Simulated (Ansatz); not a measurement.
**Kick test of a cell of AlNi**

It was relaxed at this level from a Materials Project cell.

These are results of DFT PBE, scalar-relativistic, plane waves, PAW in Ansatz 0.2.0, not measurements. Cutoff 420 eV; k points 20×20×18 on the computed 2-atom cell (Γ-centred); Gaussian smearing, width 0.10 eV; no spin polarisation.

The cell below (2 atoms, space group Pm-3m (No. 221)) is relaxed within its symmetry.

```
Al Ni
1.0
     2.89432    0.00000    0.00000
     0.00000    2.89432    0.00000
     0.00000    0.00000    2.89010
Al Ni
1 1
Direct
  0.00000 0.00000 0.00000
  0.50000 0.50000 0.50000
```

For the test a repeat of it with 4 atoms (edges 2.89, 2.89, 5.79 Å) was strained at random (σ = 1.5 % a component), the atoms were moved at random (σ = 0.15 Å), and all was relaxed again on a coarse 8×8×4 mesh (in the run’s order of axes) with 0.20 eV smearing, with no symmetry imposed.

Trial moments died out on the coarse mesh, so the last step has no spin; another magnetic start might hold.

Problem. What happens?

Solution. It returns, within 1 meV/atom of the unmoved cell on that mesh and with the same symmetry when read at 0.1 Å (P4/mmm at 0.01 Å, so small strains and shifts remain). So it is stable against the distortions that fit this cell and that this random move excites. Modes that don't fit the cell aren't tested.
